Hexagonal ruthenium has two atoms in its cell, stacked in alternating layers. The table lists its electron levels near the Fermi energy, the zero of the scale, from a PBE calculation without spin–orbit coupling. "Level under 1" is the nearest occupied level and "level over 1" the nearest empty one. Points a and c are fractions of the reciprocal cell vectors: Γ is (0, 0), A is c = 0.5, and M would be a = 0.5.

Hexagonal ruthenium (P6_3/mmc, 2 atoms per cell), computed with GPAW 26.7.0 using PBE without spin polarisation or spin–orbit coupling, GPAW PAW data sets (gpaw-data 1.2.1), a 600 eV plane-wave cutoff, an 11×11×6 k mesh and Gaussian smearing of 0.015 eV. Levels are relative to the Fermi energy, and the b component of every k point is 0.

| point a (reciprocal cell vector) | point c (reciprocal cell vector) | level under 4 (eV) | level under 3 (eV) | level under 2 (eV) | level under 1 (eV) | level over 1 (eV) | level over 2 (eV) |
| --- | --- | --- | --- | --- | --- | --- | --- |
| 0.0000 | 0.0000 | -1.852 | -1.852 | -1.330 | -1.330 | 1.227 | 1.227 |
| 0.0000 | 0.1667 | ? | ? | ? | ? | ? | ? |
| 0.0000 | 0.5000 | -2.693 | -2.693 | -2.637 | -2.637 | 0.592 | 0.592 |
| 0.0909 | 0.0000 | ? | ? | ? | ? | ? | ? |
| 0.1818 | -0.1667 | -1.499 | -1.285 | -0.989 | -0.668 | 1.481 | 4.543 |
| 0.2727 | 0.0000 | -1.551 | -0.530 | -0.274 | -0.033 | 1.766 | 8.053 |
| 0.3636 | 0.0000 | -2.728 | -2.605 | -1.859 | -1.836 | 0.603 | 1.004 |

**(a) Predict the levels at c = 0.1667, one third of the way from Γ to A.**

*Solution.* The columns rank levels by energy, so a column need not follow one band. Symmetry is a better guide. The d orbitals lying in the layers and those tilted out of them form four doublets at Γ, and the screw axis joins these into two fourfold levels at A. I take the latter to be 0.592 and −2.693 eV, each only half visible.

If layers couple only to their neighbours and these doublets mix with no other levels, their sum is the same at Γ and A, which puts the fourth Γ doublet at 2(0.592 − 2.693) − (1.227 − 1.330 − 1.852) = −2.247 eV. Three doublets are then occupied at Γ but only two at A, so one must climb through the Fermi energy.

Orbital overlap suggests that the −1.330 and −2.247 eV doublets mix with each other, and the other two likewise. The phase between layers is θ = 180° × 0.1667 = 30°. Layer coupling varies as cos θ, mixing as sin θ:

- Mean of the two levels: −1.051 at A and −1.789 at Γ, hence −1.051 − 0.738 × 0.866 = −1.690 eV.
- Half the tilted–in-plane distance: at Γ it is 0.459 in this set and 1.540 in the other, on average 0.999. At 30° it is 0.999 − 0.540 × 0.866 = 0.531 eV.
- Mixing squared: at A, 1.643² − 0.999² = 1.70; at 30°, a quarter of this, 0.425 eV².
- Upper level: −1.690 + √(0.531² + 0.425) = −0.85 eV.

The forecast is three equal pairs: over 1 and 2 at 1.19 ± 0.20 eV, under 1 and 2 at −0.85 ± 0.40 eV, under 3 and 4 at −2.02 ± 0.40 eV. A single level of s, p or z² character could intrude.

**(b) Predict the levels at a = 0.0909, a short step from Γ towards M.**

*Solution.* Here the pairs may split. In the empty Γ doublet, the tilted orbital pointing along the step is antibonding within its layer. It should fall as neighbouring atoms lose their common phase, while its partner hardly moves.

Levels on this line are even in a, so I let them start as 1 − cos(2πa), scaled to the points at a = 0.1818 and 0.2727. The first lies off the line, so the average of the two is only a guide. At both points only one empty level lies below 4 eV, so I take the falling one to have become under 1 there, and the occupied ones to have moved down a rank. For the falling level this gives 0.71 and 1.05 eV.

The forecast is over 1 at 0.88 ± 0.30 eV and over 2 at 1.30 ± 0.20 eV. Under 1 to 4 should lie at −1.21, −1.27, −1.78 and −1.85 eV, each ± 0.30 eV; the last simply keeps its Γ value.

**(c) Compare with the computed levels and explain the misses.**

The withheld rows as computed:

| point a (reciprocal cell vector) | point c (reciprocal cell vector) | level under 4 (eV) | level under 3 (eV) | level under 2 (eV) | level under 1 (eV) | level over 1 (eV) | level over 2 (eV) |
| --- | --- | --- | --- | --- | --- | --- | --- |
| 0.0000 | 0.1667 | -2.025 | -2.025 | -0.940 | -0.940 | 0.413 | 1.233 |
| 0.0909 | 0.0000 | -1.659 | -1.625 | -1.512 | -0.374 | 1.338 | 3.419 |

*Solution.* Towards A, five of six levels fall within their ranges. The highest occupied pair has climbed to −0.940 eV, whereas joining equal columns of Γ and A would have lowered it to −1.51 eV. Pairing the 1.227 and −1.330 eV doublets instead gives −1.13 eV, also within the range, but the same model would then place the next pair clearly too high. The pairing used here matches that pair, computed at −2.025 eV, closely, so the computed levels favour it.

The miss is over 1, at 0.413 eV instead of 1.19 eV. It has no twin, so it is a single level that has slipped below the empty doublet, whose first half appears at 1.233 eV. I had allowed for such an intruder but not placed it.

Towards M, under 2 to 4 fall within their ranges and the other three levels miss, over 2 by 2.1 eV. The three hits are partly luck: if an empty level has dropped below the Fermi energy, as argued below, the ranks under it have shifted and no longer hold the bands they were forecast for. For over 2, joining equal columns gave 2.18 eV, closer to the computed 3.419 eV but still far short.

The same intruder probably explains this. Suppose it is a p level pointing along the stacking axis, lying just above the empty doublet at Γ. Away from Γ it may mix with the falling member, and the two repel almost in proportion to the step: one goes up to 3.419 eV, the other down to −0.374 eV. A mirror plane shields the second member, found at 1.338 eV, close to the 1.30 eV expected for it. This reading was made after the event; projecting the levels onto orbitals would test it.

On this reading, the smooth curve in (b) failed because the step was too long for levels so close together. Band slopes, and the electron velocities derived from them, need symmetry labels or a finer path, not columns joined by rank. In a face-centred cubic metal, with one atom per cell, no screw axis forces levels together at the zone face, but close levels of the same symmetry repel there too.

The printed output below gives every forecast and miss; levels at the known points served as input.

The analysis program printed:

```
Unseen fourth d doublet at Gamma from the trace (eV): -2.247
Row 2 under 1 if the 1.227 and -1.330 eV doublets are paired instead (eV): -1.134
Row 2 under 1 if equal columns of Gamma and A are joined by a cosine (eV): -1.505
Row 4 over 1 from row 6 alone (eV): 1.052
Row 4 over 1 from row 5 alone (eV): 0.7124
Row 4 over 2 if equal columns of Gamma and row 6 are joined (eV): 2.176
Forecasts and error bars in eV for rows 2 and 4 (other rows repeat the computed value):
     row  under 4  under 3  under 2  under 1  over 1  over 2  bar under  bar over 1  bar over 2
     0.0   -1.852   -1.852    -1.33    -1.33   1.227   1.227          0           0           0
     0.0   -2.017   -2.017  -0.8488  -0.8488   1.194   1.194        0.4         0.2         0.2
     0.0   -2.693   -2.693   -2.637   -2.637   0.592   0.592          0           0           0
  0.0909   -1.852   -1.783   -1.268    -1.21  0.8822   1.299        0.3         0.3         0.2
  0.1818   -1.499   -1.285   -0.989   -0.668   1.481   4.543          0           0           0
  0.2727   -1.551    -0.53   -0.274   -0.033   1.766   8.053          0           0           0
  0.3636   -2.728   -2.605   -1.859   -1.836   0.603   1.004          0           0           0
Computed levels and misses (forecast less computed) in eV:
     row  under 4  miss u4  under 3  miss u3  under 2  miss u2  under 1  miss u1  over 1  miss o1  over 2   miss o2
     0.0   -1.852        0   -1.852        0    -1.33        0    -1.33        0   1.227        0   1.227         0
     0.0   -2.025  0.00817   -2.025  0.00817    -0.94  0.09125    -0.94  0.09125   0.413    0.781   1.233  -0.03899
     0.0   -2.693        0   -2.693        0   -2.637        0   -2.637        0   0.592        0   0.592         0
  0.0909   -1.659   -0.193   -1.625  -0.1582   -1.512   0.2437   -0.374  -0.8363   1.338  -0.4558   3.419     -2.12
  0.1818   -1.499        0   -1.285        0   -0.989        0   -0.668        0   1.481        0   4.543         0
  0.2727   -1.551        0    -0.53        0   -0.274        0   -0.033        0   1.766        0   8.053         0
  0.3636   -2.728        0   -2.605        0   -1.859        0   -1.836        0   0.603        0   1.004         0
```
